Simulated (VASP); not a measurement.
# ZnSe (Stilleite): how numerical settings change the zone-centre modes

How far do the zone-centre frequencies of ZnSe (Stilleite) depend on the numerical settings? The starting structure is a measured crystal structure from the Crystallography Open Database.

Program: VASP 6.6.1. Level of theory: Kohn-Sham DFT with plane waves and PAW; LDA. Results are calculated unless marked as measured.

## Step 1: Set-up

It takes space group F-43m (No. 216, cubic). Conventional cell: a = 5.668 Å, b = 5.668 Å, c = 5.668 Å, α = 90.00°, β = 90.00°, γ = 90.00°. Nearest to Se lie 4 Zn at 2.45 Å. Nearest to Zn lie 4 Se at 2.45 Å. Farther neighbours and most contacts between anions are not listed.

## Step 2: Reference modes

The cell comes from a relaxation at this level, not shown (43.30 Å³).

Input file INCAR:

```
SYSTEM = ZnSe
PREC = Accurate
ENCUT = 450
EDIFF = 1E-08
NELM = 100
ISMEAR = 0
SIGMA = 0.03
LREAL = .FALSE.
ALGO = Normal
GGA = CA
NBANDS = 15
LORBIT = 11
LWAVE = .FALSE.
LCHARG = .FALSE.
KPAR = 4
IBRION = 8
LEPSILON = .TRUE.
LPEAD = .TRUE.
ISIF = 2
```

Input file POSCAR:

```
ZnSe
1.0
    0.0000000000      2.7871508725      2.7871508725
    2.7871508725      0.0000000000      2.7871508725
    2.7871508725      2.7871508725      0.0000000000
Se Zn
1 1
Direct
    0.7500000000      0.7500000000      0.7500000000
    0.0000000000      0.0000000000      0.0000000000
```

Input file KPOINTS:

```
Automatic mesh
0
Gamma
10 10 10
0 0 0
```

PAW data sets: Se and Zn (LDA family, release 64).

Command:

```console
$ mpirun -np 4 vasp_std
```

The log of the run:

```text
[banner, memory and clock lines left out]
running    4 mpi-ranks, on    1 nodes
 distrk:  each k-point on    1 cores,    4 groups
 distr:  one band on    1 cores,    1 groups

 POSCAR found type information on POSCAR SeZn
 POSCAR found :  2 types and       2 ions
 LDA part: xc-table for (Slater(with rela. corr.)+CA(PZ))
 , standard interpolation
 POSCAR, INCAR and KPOINTS ok, starting setup
 FFT: planning ... GRIDC
 FFT: planning ... GRID_SOFT
 FFT: planning ... GRID
 WAVECAR not read
 entering main loop
       N       E                     dE             d eps       ncg     rms          rms(c)
DAV:   1     0.814905449658E+02    0.81491E+02   -0.82404E+03  1410   0.125E+03
DAV:   2    -0.257341579577E+01   -0.84064E+02   -0.79968E+02  1571   0.247E+02
DAV:   3    -0.764096441506E+01   -0.50675E+01   -0.50442E+01  1718   0.616E+01
DAV:   4    -0.768353926669E+01   -0.42575E-01   -0.42570E-01  1662   0.606E+00
DAV:   5    -0.768375509528E+01   -0.21583E-03   -0.21583E-03  1837   0.393E-01    0.525E+00
DAV:   6    -0.740356305122E+01    0.28019E+00   -0.59389E-01  2021   0.272E+01    0.397E+00
DAV:   7    -0.737736612609E+01    0.26197E-01   -0.16327E-01  1641   0.411E+00    0.164E+00
DAV:   8    -0.737294147663E+01    0.44246E-02   -0.35913E-03  2121   0.843E-01    0.425E-01
DAV:   9    -0.737238264820E+01    0.55883E-03   -0.95968E-04  1648   0.260E-01    0.589E-02
DAV:  10    -0.737240010269E+01   -0.17454E-04   -0.11765E-04  1800   0.117E-01    0.182E-02
DAV:  11    -0.737239311528E+01    0.69874E-05   -0.15432E-05  2108   0.647E-02    0.448E-03
DAV:  12    -0.737239316413E+01   -0.48846E-07   -0.25154E-06  1690   0.117E-02    0.118E-03
DAV:  13    -0.737239318732E+01   -0.23192E-07   -0.86124E-08  1627   0.253E-03    0.500E-04
DAV:  14    -0.737239318799E+01   -0.66757E-09   -0.68186E-10  1027   0.420E-04
   1 F= -.73723932E+01 E0= -.73723932E+01  d E =-.286568E-17
 Linear response reoptimize wavefunctions to high precision
DAV:   1    -0.737239318718E+01    0.81081E-09   -0.14421E-09  1300   0.721E-04
DAV:   2    -0.737239318724E+01   -0.57753E-10   -0.45799E-10   880   0.154E-04
 Linear response to external field (no local field effect), progress :
  Direction:   1
       N       E                     dE             d eps       ncg     rms          rms(c)
RMM:   1    -0.895588622579E+00   -0.89559E+00   -0.36782E+00  1146   0.381E+00
RMM:   2    -0.956762216863E+00   -0.61174E-01   -0.15137E-02  1263   0.720E-01
RMM:   3    -0.957054040695E+00   -0.29182E-03   -0.57707E-04  1258   0.117E-01
RMM:   4    -0.957055278427E+00   -0.12377E-05   -0.43787E-05  1275   0.244E-02
RMM:   5    -0.957055149304E+00    0.12912E-06   -0.36706E-06  1273   0.683E-03
RMM:   6    -0.957055112502E+00    0.36802E-07   -0.41157E-07   867   0.185E-03
RMM:   7    -0.957055102004E+00    0.10499E-07   -0.42873E-08   360   0.602E-04
RMM:   8    -0.957055101451E+00    0.55260E-09   -0.58067E-09   282   0.201E-04
 change of polarisation eV/A/(eV/A) component  1 :     1.914     0.936     0.230
 dielectric tensor                  component  1 :     8.999     3.913     0.962
 Linear response to external field (no local field effect), progress :
  Direction:   2
       N       E                     dE             d eps       ncg     rms          rms(c)
RMM:   1    -0.963137138283E+00   -0.96314E+00   -0.40102E+00  1153   0.382E+00
RMM:   2    -0.102705121223E+01   -0.63914E-01   -0.16035E-02  1265   0.727E-01
RMM:   3    -0.102729430130E+01   -0.24309E-03   -0.56892E-04  1254   0.123E-01
RMM:   4    -0.102729366598E+01    0.63532E-06   -0.47727E-05  1275   0.265E-02
RMM:   5    -0.102729353945E+01    0.12653E-06   -0.44695E-06  1273   0.781E-03
RMM:   6    -0.102729349084E+01    0.48605E-07   -0.51083E-07   835   0.212E-03
RMM:   7    -0.102729348003E+01    0.10818E-07   -0.56503E-08   367   0.707E-04
RMM:   8    -0.102729347974E+01    0.28431E-09   -0.13757E-08   289   0.229E-04
 change of polarisation eV/A/(eV/A) component  2 :     0.936     2.055    -0.332
 dielectric tensor                  component  2 :     3.913     9.586    -1.386
 Linear response to external field (no local field effect), progress :
  Direction:   3
       N       E                     dE             d eps       ncg     rms          rms(c)
RMM:   1    -0.448784134340E+00   -0.44878E+00   -0.16235E+00  1132   0.326E+00
RMM:   2    -0.493284221335E+00   -0.44500E-01   -0.11641E-02  1268   0.617E-01
RMM:   3    -0.493440663478E+00   -0.15644E-03   -0.23905E-04  1260   0.846E-02
RMM:   4    -0.493441993318E+00   -0.13298E-05   -0.16845E-05  1277   0.157E-02
RMM:   5    -0.493442015425E+00   -0.22107E-07   -0.10023E-06  1241   0.387E-03
RMM:   6    -0.493442017285E+00   -0.18605E-08   -0.81107E-08   821   0.105E-03
 change of polarisation eV/A/(eV/A) component  3 :     0.231    -0.332     0.987
 dielectric tensor                  component  3 :     0.965    -1.386     5.124
 Linear response to external field, progress :
  Direction:   1
       N       E                     dE             d eps       ncg     rms          rms(c)
RMM:   1    -0.769471183923E+00   -0.76947E+00   -0.31071E+00  4119   0.362E+00
RMM:   2    -0.825625036873E+00   -0.56154E-01   -0.14213E-02  4598   0.690E-01    0.138E+00
RMM:   3    -0.786323247246E+00    0.39302E-01   -0.27103E-02  8995   0.855E-01    0.736E-01
RMM:   4    -0.798974771873E+00   -0.12652E-01   -0.25838E-02 10781   0.853E-01    0.141E-01
RMM:   5    -0.807016333395E+00   -0.80416E-02   -0.66848E-04  8725   0.160E-01    0.283E-02
RMM:   6    -0.807490044803E+00   -0.47371E-03   -0.52907E-05  9203   0.388E-02    0.141E-02
RMM:   7    -0.807790995881E+00   -0.30095E-03   -0.42377E-06  9153   0.110E-02    0.105E-03
RMM:   8    -0.807809283350E+00   -0.18287E-04   -0.19116E-06  9218   0.211E-03    0.777E-04
RMM:   9    -0.807808199134E+00    0.10842E-05    0.20247E-07  9128   0.792E-04    0.741E-05
RMM:  10    -0.807808876553E+00   -0.67742E-06   -0.11731E-06  8177   0.246E-04    0.500E-05
RMM:  11    -0.807809019020E+00   -0.14247E-06   -0.23041E-08  6966   0.125E-04    0.720E-06
 change of polarisation eV/A/(eV/A) component  1 :     1.527     0.366     0.205
 dielectric tensor                  component  1 :     7.382     1.531     0.855
 Linear response to external field, progress :
  Direction:   2
       N       E                     dE             d eps       ncg     rms          rms(c)
RMM:   1    -0.769436872365E+00   -0.76944E+00   -0.31068E+00  4119   0.362E+00
RMM:   2    -0.825632154922E+00   -0.56195E-01   -0.14208E-02  4598   0.690E-01    0.138E+00
RMM:   3    -0.786323717433E+00    0.39308E-01   -0.27015E-02  8966   0.855E-01    0.736E-01
RMM:   4    -0.798973095338E+00   -0.12649E-01   -0.25746E-02 10772   0.853E-01    0.141E-01
RMM:   5    -0.807014164523E+00   -0.80411E-02   -0.64090E-04  8722   0.160E-01    0.283E-02
RMM:   6    -0.807488972992E+00   -0.47481E-03   -0.40288E-05  9197   0.390E-02    0.142E-02
RMM:   7    -0.807792048401E+00   -0.30308E-03   -0.77686E-07  9136   0.111E-02    0.104E-03
RMM:   8    -0.807809180425E+00   -0.17132E-04    0.41357E-07  9221   0.211E-03    0.779E-04
RMM:   9    -0.807809421372E+00   -0.24095E-06   -0.34655E-07  9128   0.794E-04    0.748E-05
RMM:  10    -0.807809785533E+00   -0.36416E-06    0.25065E-07  8189   0.246E-04    0.485E-05
RMM:  11    -0.807809851805E+00   -0.66272E-07   -0.85449E-08  6934   0.125E-04    0.754E-06
 change of polarisation eV/A/(eV/A) component  2 :     0.333     1.527     0.172
 dielectric tensor                  component  2 :     1.394     7.382     0.720
 Linear response to external field, progress :
  Direction:   3
       N       E                     dE             d eps       ncg     rms          rms(c)
RMM:   1    -0.769412627519E+00   -0.76941E+00   -0.31065E+00  4119   0.362E+00
RMM:   2    -0.825607220785E+00   -0.56195E-01   -0.14032E-02  4596   0.690E-01    0.138E+00
RMM:   3    -0.786322225373E+00    0.39285E-01   -0.27143E-02  8966   0.855E-01    0.736E-01
RMM:   4    -0.798967265504E+00   -0.12645E-01   -0.25782E-02 10770   0.853E-01    0.141E-01
RMM:   5    -0.807014906036E+00   -0.80476E-02   -0.64430E-04  8723   0.160E-01    0.283E-02
RMM:   6    -0.807489210279E+00   -0.47430E-03   -0.42508E-05  9194   0.387E-02    0.141E-02
RMM:   7    -0.807793134257E+00   -0.30392E-03   -0.98297E-07  9145   0.110E-02    0.104E-03
RMM:   8    -0.807809606260E+00   -0.16472E-04   -0.24947E-07  9231   0.210E-03    0.776E-04
RMM:   9    -0.807808678736E+00    0.92752E-06   -0.16858E-07  9128   0.790E-04    0.743E-05
RMM:  10    -0.807809829910E+00   -0.11512E-05   -0.27130E-07  8185   0.245E-04    0.490E-05
RMM:  11    -0.807809314715E+00    0.51519E-06   -0.72088E-08  6930   0.124E-04    0.729E-06
 change of polarisation eV/A/(eV/A) component  3 :     0.270     0.301     1.527
 dielectric tensor                  component  3 :     1.128     1.258     7.382
 Linear response DOF=           2
 Linear response progress:
  Degree of freedom:   1/  2
       N       E                     dE             d eps       ncg     rms          rms(c)
RMM:   1    -0.824772744569E-01   -0.82477E-01    0.10520E-01 12304   0.176E+00
RMM:   2    -0.819006341539E-01    0.57664E-03   -0.32414E-03  8129   0.501E-01    0.121E-01
RMM:   3    -0.820676543198E-01   -0.16702E-03   -0.17434E-04  9001   0.103E-01    0.663E-02
RMM:   4    -0.823558942633E-01   -0.28824E-03   -0.51093E-05  9126   0.451E-02    0.818E-03
RMM:   5    -0.823608834768E-01   -0.49892E-05   -0.34413E-06  9190   0.874E-03    0.391E-03
RMM:   6    -0.823519797660E-01    0.89037E-05   -0.48939E-07  9127   0.228E-03    0.167E-03
RMM:   7    -0.823478171593E-01    0.41626E-05    0.67567E-09  9169   0.888E-04    0.316E-04
RMM:   8    -0.823498044335E-01   -0.19873E-05   -0.11282E-08  9402   0.316E-04    0.435E-05
RMM:   9    -0.823499787881E-01   -0.17435E-06   -0.81877E-09  9568   0.128E-04    0.123E-05
RMM:  10    -0.823498523966E-01    0.12639E-06   -0.53903E-10  9644   0.648E-05    0.409E-06
RMM:  11    -0.823498742194E-01   -0.21823E-07   -0.29615E-09  8646   0.517E-05    0.200E-06
RMM:  12    -0.823498694168E-01    0.48026E-08   -0.31129E-09  5777   0.475E-05    0.232E-07
 first order change of Fermi-energy   0.31772E-03
 force on displaced ion       1 direction 1 :  -6.291   0.000   0.000
 Born effective charge ion    1 direction 1 :  -1.973   0.000   0.000
 Linear response progress:
  Degree of freedom:   2/  2
       N       E                     dE             d eps       ncg     rms          rms(c)
RMM:   1    -0.212880802942E+00   -0.21288E+00   -0.88986E-03  7183   0.206E+00
RMM:   2    -0.211072356938E+00    0.18084E-02   -0.24989E-03  8178   0.383E-01    0.893E-02
RMM:   3    -0.210835428041E+00    0.23693E-03   -0.41176E-05  9206   0.473E-02    0.536E-02
RMM:   4    -0.210544961631E+00    0.29047E-03   -0.18217E-05  9553   0.284E-02    0.275E-03
RMM:   5    -0.210563045698E+00   -0.18084E-04   -0.11193E-06  9810   0.550E-03    0.712E-04
RMM:   6    -0.210560860484E+00    0.21852E-05    0.17853E-07  9976   0.107E-03    0.330E-04
RMM:   7    -0.210560571303E+00    0.28918E-06    0.29337E-08  9797   0.376E-04    0.363E-05
RMM:   8    -0.210560250729E+00    0.32057E-06    0.61171E-08  9843   0.172E-04    0.113E-05
RMM:   9    -0.210560259743E+00   -0.90141E-08    0.32685E-10 10125   0.108E-04    0.440E-06
 first order change of Fermi-energy  -0.47113E-04
 force on displaced ion       2 direction 1 :  -6.247   0.000   0.000
 Born effective charge ion    2 direction 1 :   1.971   0.000   0.000
 Born effective charges drift removed
 Linear response finished
```

Elapsed: 68 s, on 4 MPI ranks of Intel Xeon 6975P-C (Granite Rapids), shared host; peak memory 1.6 GiB; 4.5 min of CPU time.

The logs omit lines about the potential files and the build; timing stands in the text.

From OUTCAR (step 2):

```text
ion  position               nearest neighbor table
   1  0.750  0.750  0.750-   2 2.41   2 2.41   2 2.41   2 2.41
   2  0.000  0.000  0.000-   1 2.41   1 2.41   1 2.41   1 2.41

  LATTYP: Found a face centered cubic cell.
 ALAT       =     5.5743017450

 Subroutine GETGRP returns: Found 24 space group operations
 (whereof 24 operations were pure point group operations)

The static configuration has the point symmetry T_d .

 Found     47 irreducible k-points:

   k-points           NKPTS =     47   k-points in BZ     NKDIM =     47   number of bands    NBANDS=     15

   dimension x,y,z NGX =    28 NGY =   28 NGZ =   28
   dimension x,y,z NGXF=    56 NGYF=   56 NGZF=   56

   ENCUT  =  450.0 eV  33.07 Ry    5.75 a.u.   6.82  6.82  6.82*2*pi/ulx,y,z

   NELECT =      18.0000    total number of electrons

 k-points in reciprocal lattice and weights: Automatic mesh
   0.00000000  0.00000000  0.00000000       0.001
   0.10000000  0.00000000  0.00000000       0.008
   0.20000000  0.00000000  0.00000000       0.008
   0.30000000  0.00000000  0.00000000       0.008
   0.40000000  0.00000000  0.00000000       0.008
   0.50000000  0.00000000  0.00000000       0.004
   0.10000000  0.10000000  0.00000000       0.006
   0.20000000  0.10000000  0.00000000       0.024
   0.30000000  0.10000000  0.00000000       0.024
[...]
-0.30000000  0.40000000  0.20000000       0.024
  -0.30000000  0.50000000  0.20000000       0.012

 average (electrostatic) potential at core
       1 -61.8339       2 -37.8816

  Total        0.0051090      0.0051090      0.0051090     -0.0000000     -0.0000000      0.0000000
  in kB        0.1890320      0.1890320      0.1890320     -0.0000000     -0.0000000      0.0000000
  external PRESSURE =       0.1890320 kB  Pullay stress =       0.0000000 kB

  energy-cutoff  :      450.00
  volume of cell :       43.30
      direct lattice vectors                 reciprocal lattice vectors
     0.000000000  2.787150872  2.787150872    -0.179394666  0.179394666  0.179394666
     2.787150872  0.000000000  2.787150872     0.179394666 -0.179394666  0.179394666
     2.787150872  2.787150872  0.000000000     0.179394666  0.179394666 -0.179394666

 POSITION                                       TOTAL-FORCE (eV/Angst)
 -----------------------------------------------------------------------------------
      4.18073      4.18073      4.18073        -0.000000     -0.000000      0.000000
      0.00000      0.00000      0.00000         0.000000      0.000000     -0.000000
 -----------------------------------------------------------------------------------
    total drift:                               -0.000001     -0.000001     -0.000001

 MACROSCOPIC STATIC DIELECTRIC TENSOR (including local field effects in DFT)
 ------------------------------------------------------
           7.381855    -0.000000    -0.000000
          -0.000000     7.381855     0.000000
          -0.000000    -0.000000     7.381855
 ------------------------------------------------------

 PIEZOELECTRIC TENSOR (including local field effects)  for field in x, y, z        (C/m^2)
          XX          YY          ZZ          XY          YZ          ZX
  --------------------------------------------------------------------------------
  x    -0.00000    -0.00000     0.00000     0.00000     0.68474     0.00000
  y     0.00000     0.00000    -0.00000     0.00000     0.00000     0.68474
  z     0.00000     0.00000     0.00000     0.68474     0.00000     0.00000

 BORN EFFECTIVE CHARGES (including local field effects) (in |e|, cummulative output)
 ---------------------------------------------------------------------------------
 ion    1
    1    -1.97264     0.00000     0.00000
    2     0.00000    -1.97264     0.00000
    3     0.00000     0.00000    -1.97264
 ion    2
    1     1.97264     0.00000     0.00000
    2    -0.00000     1.97264    -0.00000
    3     0.00000     0.00000     1.97264

 Eigenvectors and eigenvalues of the dynamical matrix
 ----------------------------------------------------

   1 f  =    6.543861 THz    41.116293 2PiTHz  218.279714 cm-1    27.063223 meV
             X         Y         Z           dx          dy          dz
      4.180726  4.180726  4.180726     0.000000    0.674346    0.000000
      0.000000  0.000000  0.000000     0.000000   -0.738415    0.000000

   2 f  =    6.543861 THz    41.116293 2PiTHz  218.279714 cm-1    27.063223 meV
             X         Y         Z           dx          dy          dz
      4.180726  4.180726  4.180726    -0.674346    0.000000    0.000000
      0.000000  0.000000  0.000000     0.738415    0.000000    0.000000

   3 f  =    6.543861 THz    41.116293 2PiTHz  218.279714 cm-1    27.063223 meV
             X         Y         Z           dx          dy          dz
      4.180726  4.180726  4.180726     0.000000    0.000000   -0.674346
      0.000000  0.000000  0.000000     0.000000    0.000000    0.738415

   4 f/i=    0.011479 THz     0.072125 2PiTHz    0.382899 cm-1     0.047473 meV
             X         Y         Z           dx          dy          dz
      4.180726  4.180726  4.180726     0.738415    0.000000    0.000000
      0.000000  0.000000  0.000000     0.674346    0.000000    0.000000

   5 f/i=    0.011479 THz     0.072125 2PiTHz    0.382899 cm-1     0.047473 meV
             X         Y         Z           dx          dy          dz
      4.180726  4.180726  4.180726     0.000000   -0.738415    0.000000
      0.000000  0.000000  0.000000     0.000000   -0.674346    0.000000

   6 f/i=    0.011479 THz     0.072125 2PiTHz    0.382899 cm-1     0.047473 meV
             X         Y         Z           dx          dy          dz
      4.180726  4.180726  4.180726     0.000000    0.000000    0.738415
      0.000000  0.000000  0.000000     0.000000    0.000000    0.674346

 MACROSCOPIC STATIC DIELECTRIC TENSOR IONIC CONTRIBUTION
 ------------------------------------------------------
           2.593804    -0.000000     0.000000
          -0.000000     2.593804    -0.000000
           0.000000    -0.000000     2.593804
 ------------------------------------------------------

 ELASTIC MODULI CONTR FROM IONIC RELAXATION (kBar)
 Direction    XX          YY          ZZ          XY          YZ          ZX
 --------------------------------------------------------------------------------
 XX          -0.0000     -0.0000      0.0000     -0.0000      0.0000      0.0000
 YY          -0.0000     -0.0000     -0.0000     -0.0000     -0.0000     -0.0000
 ZZ           0.0000     -0.0000     -0.0000      0.0000     -0.0000      0.0000
 XY          -0.0000     -0.0000      0.0000   -223.0388      0.0000      0.0000
 YZ           0.0000     -0.0000     -0.0000      0.0000   -223.0388      0.0000
 ZX           0.0000     -0.0000      0.0000      0.0000      0.0000   -223.0388
 --------------------------------------------------------------------------------

 PIEZOELECTRIC TENSOR IONIC CONTR  for field in x, y, z        (C/m^2)
          XX          YY          ZZ          XY          YZ          ZX
  --------------------------------------------------------------------------------
  x     0.00000    -0.00000    -0.00000     0.00000    -0.71570     0.00000
  y     0.00000    -0.00000     0.00000     0.00000     0.00000    -0.71570
  z    -0.00000    -0.00000     0.00000    -0.71570     0.00000     0.00000
```

Energies printed during the response cycles are not total energies of the cell.

Reference: the zone-centre mode is T2 218.3 cm⁻¹.

[end of part 1 of 2]

[Lines on the potential files, build, host, timing and source positions are cut from VASP's logs without a mark.]

[Logs are printed without paths, hosts, clocks, repeated set-up lines and the standing remarks that a program may print on its own settings, such as how far it seeks lower states.]

[Hosts, paths, dates, database ids (printed as entryN), source tags and the programs' standing remarks are cut or masked in the printed files.]
